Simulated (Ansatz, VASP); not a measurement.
# C: VASP beside Ansatz

File INCAR:

```
SYSTEM = C
ALGO = Fast
EDIFF = 1E-6
ENCUT = 520
GGA = PE
ISIF = 2
ISMEAR = 0
LASPH = .True.
LCHARG = .False.
LREAL = .False.
LWAVE = .False.
NELM = 60
PREC = Accurate
SIGMA = 0.014
```

File KPOINTS:

```
k-points
0
Gamma
  12 12 4
  0 0 0
```

POSCAR

```
C
1.0
    2.5221000000      0.0000000000      0.0000000000
   -1.2610500000      2.1842026709      0.0000000000
    0.0000000000      0.0000000000      8.2371000000
C
8
Direct
    0.6666666667      0.3333333333      0.8437500000
    0.3333333333      0.6666666667      0.3437500000
    0.6666666667      0.3333333333      0.6562500000
    0.3333333333      0.6666666667      0.1562500000
    0.0000000000      0.0000000000      0.9062500000
    0.0000000000      0.0000000000      0.4062500000
    0.0000000000      0.0000000000      0.5937500000
    0.0000000000      0.0000000000      0.0937500000
```

Contents of input.yaml:

```yaml
crystal:
  lattice:
    - [2.5221, 0.0, 0.0]
    - [-1.26105, 2.1842026709, 0.0]
    - [0.0, 0.0, 8.2371]
  atoms:
    - { symbol: C, position: [0.6666666667, 0.3333333333, 0.84375] }
    - { symbol: C, position: [0.3333333333, 0.6666666667, 0.34375] }
    - { symbol: C, position: [0.6666666667, 0.3333333333, 0.65625] }
    - { symbol: C, position: [0.3333333333, 0.6666666667, 0.15625] }
    - { symbol: C, position: [0.0, 0.0, 0.90625] }
    - { symbol: C, position: [0.0, 0.0, 0.40625] }
    - { symbol: C, position: [0.0, 0.0, 0.59375] }
    - { symbol: C, position: [0.0, 0.0, 0.09375] }
hamiltonian:
  xc: pbe
  pseudopotentials: { kind: paw }
kpoints:
  mp_grid: { grid: [12, 12, 4] }
scf:
  occupations: { method: gaussian, width: 0.014 }
output:
  forces: true
  stress: true
  eigenvalues: true
```

This is a hexagonal form of diamond, not graphite.

Alike in both runs: task single point; functional PBE; k mesh 12 × 12 × 4; occupations gaussian, width 0.014 eV; no spin polarisation.

|  | VASP | Ansatz |
| --- | --- | --- |
| version | VASP 6.6.1 | Ansatz 0.2.0 |
| potentials or method | VASP PAW PBE potentials, release 64 (C) | Ansatz PAW |
| plane-wave cutoff (eV) | 520 | 420 |
| valence electrons in the cell | 32 | 32 |

|  | VASP | Ansatz | Ansatz less VASP |
| --- | --- | --- | --- |
| gap on the k mesh at the Fermi level (eV) | 4.41 | 4.42 | +0.009 |
| least direct gap on the mesh (eV) | 5.18 | 5.19 | +0.007 |
| pressure (GPa) | 2.9 | 2.3 | -0.67 |
| largest component of the traceless stress (GPa) | 8.20 | 8.20 | -0.003 |
| rms of the force components (eV/Å) | 0.187 | 0.187 | -0.0003 |

Atom by atom the forces differ by 0.001 eV/Å (rms over components).

Caveats: the pressure holds a Pulay correction of +1.0 GPa for the finite cutoff (Ansatz). A k mesh can miss the band edges. A hybrid or GW would open this gap; PBE tends to underestimate it.
